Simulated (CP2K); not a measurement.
ZnS under changes of volume

One of the cells (19.727 Å³/atom); the others are scaled copies at fixed shape and fractional positions:

```xyz
2
Lattice="3.8212 0.0000 0.0000 1.9106 3.3093 0.0000 1.9106 1.1031 3.1200" Properties=species:S:1:pos:R:3 pbc="T T T"
Zn    5.7318    3.3093    2.3400
S     0.0000    0.0000    0.0000
```

```yaml
Program: CP2K 2026.2
Functional: PBEsol
Potentials_or_basis: POTENTIAL_UZH Zn GTH-PBE-q12, S GTH-PBE-q6; TZVP-MOLOPT-PBE-GTH basis
Density_cutoff: 6123 eV
k_mesh: 9 × 9 × 9
Occupations: fermi-dirac, width 0.05 eV
Spin: no spin polarisation
```

```csv
volume (Å³/atom),energy over the lowest point (meV/atom),pressure (GPa),gap on the mesh (eV)
18.543,11.71,3.9,2.16
18.938,2.74,2.0,2.07
19.332,0.00,0.3,1.98
19.727,1.31,-1.3,1.90
20.121,6.24,-2.7,1.81
20.516,?,?,?
20.910,25.47,-5.0,1.65
```

Task: What does the run at 20.516 Å³/atom give?

Result: Energy over the lowest point 14.40 meV/atom; pressure -3.9 GPa; gap on the mesh 1.73 eV.

Worked out: A Birch-Murnaghan fit of order 3 (a polynomial in V^(-2/3)) to the other rows has its minimum at 19.40 Å³/atom with B0 = V·E''(V) = 88 GPa (rough, since the energies scatter). It gives 14.67 meV/atom at 20.516 Å³/atom, against the run's 14.40, and -dE/dV = -3.9 GPa, against -3.9. A straight line through the other rows of the gap, of slope -4.25 eV per unit of ln V (its deformation potential), gives 1.73 eV, against the run's 1.73.

Energies are extrapolated to zero smearing.

Caveats: the potentials were made for another functional, which shifts forces and pressure; the basis of atomic orbitals isn't converged, which shifts pressures, moduli and gaps.
